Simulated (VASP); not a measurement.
# Si (Fd-3m) in VASP: further runs

Aim: see how the results for Si move with the level of theory and the settings. Levels: PBE0, PBE. Tasks: band structure, G0W0 quasiparticle levels.

Everything below comes from runs of VASP 6.6.1. Logs are shortened: lines on timing, memory, paths and dates and some standing lists are left out, and cuts for length are marked.

### Step 1. The crystal as given

It takes space group Fd-3m (No. 227, cubic). The conventional cell has a = 5.469 Å, b = 5.469 Å, c = 5.469 Å, α = 90.00°, β = 90.00°, γ = 90.00°. Si (site symmetry -43m) is surrounded by 4 Si at 2.37 Å.

The cell was built by a generator and needn't be a form met in nature.

### Step 2. Band structure, PBE0

POSCAR reads:

```
Si                                      
1.0
    0.0000000000      2.7343105175      2.7343105175
    2.7343105175      0.0000000000      2.7343105175
    2.7343105175      2.7343105175      0.0000000000
  Si            
     2
Direct
     0.0000000000000000    0.0000000000000000    0.0000000000000000
     0.2500000000000000    0.2500000000000000    0.2500000000000000
```

INCAR.step1 reads:

```
PREC = Accurate
ENCUT = 520
EDIFF = 1E-5
ISMEAR = 0
SIGMA = 0.02
LREAL = F
LASPH = T
NELM = 60
ALGO = Normal
ISIF = 2
LWAVE = T
LCHARG = F
GGA = PE
KPAR = 4
```

INCAR.step2 reads:

```
PREC = Accurate
ENCUT = 520
EDIFF = 1E-6
ISMEAR = 0
SIGMA = 0.02
LREAL = F
LASPH = T
NELM = 60
ALGO = Normal
ISIF = 2
LWAVE = F
LCHARG = F
GGA = PE
LHFCALC = T
AEXX = 0.25
PRECFOCK = Fast
ISTART = 1
HFRCUT = -1
KPAR = 4
```

KPOINTS reads:

```
regular mesh
0
Gamma
  6 6 6
```

KPOINTS_OPT reads:

```
path GXWKGLUWLK,UX
12
line-mode
reciprocal
 0.0000000000  0.0000000000  0.0000000000  G
 0.5000000000  0.0000000000  0.5000000000  X

 0.5000000000  0.0000000000  0.5000000000  X
 0.5000000000  0.2500000000  0.7500000000  W

 0.5000000000  0.2500000000  0.7500000000  W
 0.3750000000  0.3750000000  0.7500000000  K

 0.3750000000  0.3750000000  0.7500000000  K
 0.0000000000  0.0000000000  0.0000000000  G

 0.0000000000  0.0000000000  0.0000000000  G
 0.5000000000  0.5000000000  0.5000000000  L

 0.5000000000  0.5000000000  0.5000000000  L
 0.6250000000  0.2500000000  0.6250000000  U

 0.6250000000  0.2500000000  0.6250000000  U
 0.5000000000  0.2500000000  0.7500000000  W

 0.5000000000  0.2500000000  0.7500000000  W
 0.5000000000  0.5000000000  0.5000000000  L

 0.5000000000  0.5000000000  0.5000000000  L
 0.3750000000  0.3750000000  0.7500000000  K

 0.6250000000  0.2500000000  0.6250000000  U
 0.5000000000  0.0000000000  0.5000000000  X
```

Potentials or basis: VASP PAW PBE potentials, release 64 (Si).

Started as:

```console
> cat potpaw_PBE.64/Si/POTCAR > POTCAR
> cp INCAR.step1 INCAR
> mpirun -np 4 vasp_std > vasp.out
> cp INCAR.step2 INCAR
> mpirun -np 4 vasp_std > vasp.out
```

OUTCAR:

```text
PREC = Accurate
   ENCUT = 520
   EDIFF = 1E-6
   ISMEAR = 0
   LREAL = F
   LASPH = T
   NELM = 60
   ISIF = 2
   GGA = PE
   LHFCALC = T
   AEXX = 0.25
   PRECFOCK = Fast
   ISTART = 1

 ion  position               nearest neighbor table
   1  0.000  0.000  0.000-   2 2.37   2 2.37   2 2.37   2 2.37
   2  0.250  0.250  0.250-   1 2.37   1 2.37   1 2.37   1 2.37

  LATTYP: Found a face centered cubic cell.
 ALAT       =     5.4686210350

  Lattice vectors:

 A1 = (   0.0000000000,   2.7343105175,   2.7343105175)
 A2 = (   2.7343105175,   0.0000000000,   2.7343105175)
 A3 = (   2.7343105175,   2.7343105175,   0.0000000000)

Analysis of symmetry for initial positions (statically):
=====================================================================
 Subroutine PRICEL returns:
 Original cell was already a primitive cell.

 Routine SETGRP: Setting up the symmetry group for a
 face centered cubic supercell.

 Subroutine GETGRP returns: Found 48 space group operations
 (whereof 24 operations were pure point group operations)
 out of a pool of 48 trial point group operations.

The static configuration has the point symmetry T_d .
 The point group associated with its full space group is O_h .

Analysis of symmetry for dynamics (positions and initial velocities):
=====================================================================
 Subroutine PRICEL returns:
 Original cell was already a primitive cell.

 Routine SETGRP: Setting up the symmetry group for a
 face centered cubic supercell.

 Subroutine GETGRP returns: Found 48 space group operations
 (whereof 24 operations were pure point group operations)
 out of a pool of 48 trial point group operations.

The dynamic configuration has the point symmetry T_d .
 The point group associated with its full space group is O_h .

 Subroutine INISYM returns: Found 48 space group operations
 (whereof 24 operations are pure point group operations),
 and found     1 'primitive' translations

----------------------------------------------------------------------------------------

                                     Primitive cell

  volume of cell :      40.8859

  direct lattice vectors                    reciprocal lattice vectors
     0.000000000  2.734310517  2.734310517    -0.182861455  0.182861455  0.182861455
     2.734310517  0.000000000  2.734310517     0.182861455 -0.182861455  0.182861455
     2.734310517  2.734310517  0.000000000     0.182861455  0.182861455 -0.182861455

  length of vectors
     3.866899018  3.866899018  3.866899018     0.316725331  0.316725331  0.316725331

  position of ions in fractional coordinates (direct lattice)
     0.000000000  0.000000000  0.000000000
     0.250000000  0.250000000  0.250000000

  ion indices of the primitive-cell ions
   primitive index   ion index
                 1           1
                 2           2

----------------------------------------------------------------------------------------

 KPOINTS: regular mesh

Automatic generation of k-mesh.
 Grid dimensions read from file:
 generate k-points for:    6    6    6

 Generating k-lattice:

  Cartesian coordinates                     Fractional coordinates (reciprocal lattice)
    -0.030476909  0.030476909  0.030476909     0.166666667  0.000000000  0.000000000
     0.030476909 -0.030476909  0.030476909     0.000000000  0.166666667  0.000000000
     0.030476909  0.030476909 -0.030476909     0.000000000  0.000000000  0.166666667

  Length of vectors
     0.052787555  0.052787555  0.052787555

  Shift w.r.t. Gamma in fractional coordinates (k-lattice)
     0.000000000  0.000000000  0.000000000

 Subroutine IBZKPT returns following result:
 ===========================================

 Found     16 irreducible k-points:

 Following reciprocal coordinates:
            Coordinates               Weight
  0.000000  0.000000  0.000000      1.000000
  0.166667  0.000000  0.000000      8.000000
  0.333333  0.000000  0.000000      8.000000
  0.500000  0.000000  0.000000      4.000000
  0.166667  0.166667  0.000000      6.000000
  0.333333  0.166667  0.000000     24.000000
[... 8 lines left out ...]
 -0.333333  0.333333  0.166667     24.000000
 -0.333333  0.500000  0.166667     12.000000
   k-points           NKPTS =     16   k-points in BZ     NKDIM =    216   number of bands    NBANDS=      8
   number of dos      NEDOS =    301   number of ions     NIONS =      2
   total plane-waves  NPLWV =  27000
   dimension x,y,z NGX =    30 NGY =   30 NGZ =   30
   dimension x,y,z NGXF=    60 NGYF=   60 NGZF=   60
   ions per type =               2
   NGX,Y,Z   is equivalent  to a cutoff of  12.90, 12.90, 12.90 a.u.
   NGXF,Y,Z  is equivalent  to a cutoff of  25.80, 25.80, 25.80 a.u.
 SYSTEM =  unknown system
   PREC   = accura    normal or accurate (medium, high low for compatibility)
   ISTART =      1    job   : 0-new  1-cont  2-samecut
   ICHARG =      0    charge: 1-file 2-atom 10-const
   ISPIN  =      1    spin polarized calculation?
   LNONCOLLINEAR =      F non collinear calculations
   LSORBIT =      F    spin-orbit coupling
   LASPH  =      T    aspherical Exc in radial PAW
   ENCUT  =  520.0 eV  38.22 Ry    6.18 a.u.   7.19  7.19  7.19*2*pi/ulx,y,z
   NELM   =     60;   NELMIN=  2; NELMDL=  0     # of ELM steps
   EDIFF  = 0.1E-05   stopping-criterion for ELM
   LREAL  =      F    real-space projection
   EDIFFG = 0.1E-04   stopping-criterion for IOM
   NSW    =      0    number of steps for IOM
   IBRION =     -1    ionic relax: 0-MD 1-quasi-New 2-CG
   NFREE  =      0    steps in history (QN), initial steepest desc. (CG)
   ISIF   =      2    stress and relaxation
   ISYM   =      3    0-nonsym 1-usesym 2-fastsym
   POTIM  = 0.5000    time-step for ionic-motion
   TEBEG  =    0.0;   TEEND  =   0.0 temperature during run
   PSTRESS=    0.0 pullay stress
   NELECT =       8.0000    total number of electrons
   NUPDOWN=      -1.0000    fix difference up-down
   EMIN   =  10.00;   EMAX   =-10.00  energy-range for DOS
   EFERMI =   0.00;   METHOD = LEGACY
   ISMEAR =     0;   SIGMA  =   0.02  broadening in eV -4-tet -1-fermi 0-gaus
   EFERMI_NEDOS =   21; number of points for ismear=-14 and -15
   IALGO  =     38    algorithm
   IMIX   =      1    mixing-type and parameters
     AMIX     =   0.40;   BMIX     =  1.00
     AMIX_MAG =   1.60;   BMIX_MAG =  1.00
  volume/ion in A,a.u.               =      20.44       137.96
  Fermi-wavevector in a.u.,A,eV,Ry     =   0.950416  1.796025 12.290010  0.903290
  Thomas-Fermi vector in A             =   2.078791
   LORBIT       =      0    0 simple, 1 ext, 2 COOP (PROOUT), +10 PAW based schemes
   GGA     = PE    functional components
   LHFCALC =     T    Hartree Fock is set to
   PRECFOCK=fast      Normal, Fast or Accurate (Low or Medium for compatibility)
   ENCUT4O =  -1.0   cutoff for four orbital integrals eV
   NKREDX  =     1    reduce k-point grid by
   NKREDY  =     1    reduce k-point grid by
   NKREDZ  =     1    reduce k-point grid by
   AEXX    =    0.2500 exact exchange contribution
   HFSCREEN=    0.0000 screening length (either q_TF or 0.3 A-1)
   HFSCREENC=   0.0000 screening length for correlation (either q_TF or 0.3 A-1)
   ENCUTFOCK=  -1.0 apply spherical cutoff to Coloumb kernel
   IVDW    =     0    specifies the selected vdW correction
   LEPSILON=     F    determine dielectric tensor
   LRPA    =     F    only Hartree local field effects (RPA)
 non-spin polarized calculation
 Gauss-broadening in eV      SIGMA  =   0.02
  energy-cutoff  :      520.00
  volume of cell :       40.89
 maximum number of plane-waves:      1113
 NGX is ok and might be reduce to    30
  NGX = 18; NGY = 18; NGZ = 18

 number of electron       8.0000001 magnetization

 Free energy of the ion-electron system (eV)
  ---------------------------------------------------
  ext. energy  EPLUGINS =         0.00000000
  ---------------------------------------------------
  free energy    TOTEN  =       -13.54703712 eV

  energy without entropy =      -13.54703712  energy(sigma->0) =      -13.54703712

 E-fermi :   5.0823     XC(G=0):  -7.3916

 val. band max:        4.9354709719   @ k =   0.0000   0.0000   0.0000
 cond. band min:       6.9271342004   @ k =   0.5000   0.5000   0.0000
 fundamental gap:      1.9916632286
 Fermi energy:         5.0823353999

 k-point     1 :       0.0000    0.0000    0.0000
  band No.  band energies     occupation
      1      -8.3114      2.00000
      2       4.9355      2.00000
      3       4.9355      2.00000
      4       4.9355      2.00000
      5       8.9168      0.00000
      6       8.9168      0.00000
      7       8.9168      0.00000
      8       9.6756      0.00000

 k-point     2 :       0.1667    0.0000    0.0000
  band No.  band energies     occupation
      1      -7.9146      2.00000
      2       2.3516      2.00000
      3       4.4613      2.00000
      4       4.4613      2.00000
      5       8.6422      0.00000
      6       9.6061      0.00000
      7       9.6061      0.00000
      8      11.8916      0.00000

 k-point     3 :       0.3333    0.0000    0.0000
  band No.  band energies     occupation
      1      -6.8100      2.00000
      2      -0.9676      2.00000
      3       3.8475      2.00000
      4       3.8475      2.00000
      5       8.0007      0.00000
      6       9.9449      0.00000
      7       9.9449      0.00000
      8      14.4260      0.00000

 k-point     4 :       0.5000    0.0000    0.0000
  band No.  band energies     occupation
      1      -5.7639      2.00000
      2      -2.7770      2.00000
      3       3.6159      2.00000
      4       3.6159      2.00000
      5       7.7568      0.00000
      6       9.7698      0.00000
      7       9.7698      0.00000
      8      14.2225      0.00000

 k-point     5 :       0.1667    0.1667    0.0000
  band No.  band energies     occupation
      1      -7.7794      2.00000
      2       2.7081      2.00000
      3       3.6671      2.00000
      4       3.6671      2.00000
      5       7.9713      0.00000
      6      10.7191      0.00000
      7      10.8062      0.00000
      8      10.8062      0.00000
[... 89 lines left out ...]
 k-point    14 :       0.5000    0.3333    0.1667
  band No.  band energies     occupation
      1      -5.8055      2.00000
      2      -1.3459      2.00000
      3       1.0705      2.00000
      4       2.4722      2.00000
      5       9.1906      0.00000
      6      10.1046      0.00000
      7      10.6907      0.00000
      8      13.7293      0.00000

 k-point    15 :      -0.3333    0.3333    0.1667
  band No.  band energies     occupation
      1      -4.7302      2.00000
      2      -2.6722      2.00000
      3       0.5742      2.00000
      4       1.9624      2.00000
      5       9.7127      0.00000
      6       9.9613      0.00000
      7      12.6610      0.00000
      8      13.1528      0.00000

 k-point    16 :      -0.3333    0.5000    0.1667
  band No.  band energies     occupation
      1      -3.6330      2.00000
      2      -3.6330      2.00000
      3       0.9893      2.00000
      4       0.9893      2.00000
      5       9.0806      0.00000
      6       9.0806      0.00000
      7      13.3919      0.00000
      8      13.3919      0.00000

------------------------ aborting loop because EDIFF is reached ----------------------------------------

  FORCE on cell =-STRESS in cart. coord.  units (eV):
  Direction    XX          YY          ZZ          XY          YZ          ZX
  --------------------------------------------------------------------------------------
  -------------------------------------------------------------------------------------
  Total       -0.5067284     -0.5067284     -0.5067284     -0.0000000      0.0000000     -0.0000000
  in kB      -19.8569399    -19.8569399    -19.8569399     -0.0000000      0.0000000     -0.0000000
  external PRESSURE =     -19.8569399 kB  Pullay stress =       0.0000000 kB

 VOLUME and BASIS-vectors are now :
 -----------------------------------------------------------------------------
  energy-cutoff  :      520.00
  volume of cell :       40.89
      direct lattice vectors                 reciprocal lattice vectors
     0.000000000  2.734310517  2.734310517    -0.182861455  0.182861455  0.182861455
     2.734310517  0.000000000  2.734310517     0.182861455 -0.182861455  0.182861455
     2.734310517  2.734310517  0.000000000     0.182861455  0.182861455 -0.182861455

 POSITION                                       TOTAL-FORCE (eV/Angst)
 -----------------------------------------------------------------------------------
      0.00000      0.00000      0.00000         0.000000     -0.000000      0.000000
      1.36716      1.36716      1.36716        -0.000000      0.000000     -0.000000
 -----------------------------------------------------------------------------------
    total drift:                                0.000000     -0.000000     -0.000000

  FREE ENERGIE OF THE ION-ELECTRON SYSTEM (eV)
  ---------------------------------------------------
  free  energy   TOTEN  =       -13.5470371220 eV

  energy  without entropy=      -13.5470371220  energy(sigma->0) =      -13.54703712
```

It took 2.9 min on 4 MPI ranks of Intel Xeon 6975P-C (Granite Rapids), shared host; peak memory 0.27 GiB.

Results:

* Free energy: -13.5470 eV
* Pressure: -2.0 GPa
* Band gap on the k mesh: 1.99 eV, indirect (least direct gap 3.98 eV)
* Band gap along the path: 1.84 eV, indirect (least direct gap 3.98 eV)

Levels at the corners of the path, in eV from the valence-band top:
| point | band 2 | band 3 | band 4 | band 5 | band 6 | band 7 |
| --- | --- | --- | --- | --- | --- | --- |
| Γ | 0.00 | 0.00 | 0.00 | 3.98 | 3.98 | 3.98 |
| X | -8.70 | -3.13 | -3.13 | 1.99 | 1.99 | 12.03 |
| X | -8.70 | -3.13 | -3.13 | 1.99 | 1.99 | 12.04 |
| W | -8.52 | -4.18 | -4.18 | 5.75 | 5.75 | 6.61 |
| W | -8.52 | -4.18 | -4.18 | 5.75 | 5.75 | 6.61 |
| K | -8.04 | -4.68 | -2.65 | 2.52 | 5.63 | 9.26 |
| K | -8.04 | -4.68 | -2.65 | 2.52 | 5.63 | 9.26 |
| Γ | 0.00 | 0.00 | 0.00 | 3.98 | 3.98 | 3.98 |
| Γ | 0.00 | 0.00 | 0.00 | 3.98 | 3.98 | 3.98 |
| L | -7.71 | -1.32 | -1.32 | 2.82 | 4.83 | 4.83 |
| L | -7.71 | -1.32 | -1.32 | 2.82 | 4.83 | 4.83 |
| U | -8.04 | -4.68 | -2.65 | 2.52 | 5.63 | 9.27 |
| U | -8.04 | -4.68 | -2.65 | 2.52 | 5.63 | 9.27 |
| W | -8.52 | -4.18 | -4.18 | 5.75 | 5.75 | 6.61 |
| W | -8.52 | -4.18 | -4.18 | 5.75 | 5.75 | 6.61 |
| L | -7.71 | -1.32 | -1.32 | 2.82 | 4.83 | 4.83 |
| L | -7.71 | -1.32 | -1.32 | 2.82 | 4.83 | 4.83 |
| K | -8.04 | -4.68 | -2.65 | 2.52 | 5.63 | 9.26 |
| U | -8.04 | -4.68 | -2.65 | 2.52 | 5.63 | 9.26 |
| X | -8.70 | -3.13 | -3.13 | 1.99 | 1.99 | 12.04 |

Caveat: the PAW data sets were made with another functional, which shifts forces and pressure a little; the mesh misses the band edges, which the band path finds closer together.

(Continued in part 2 of 2.)
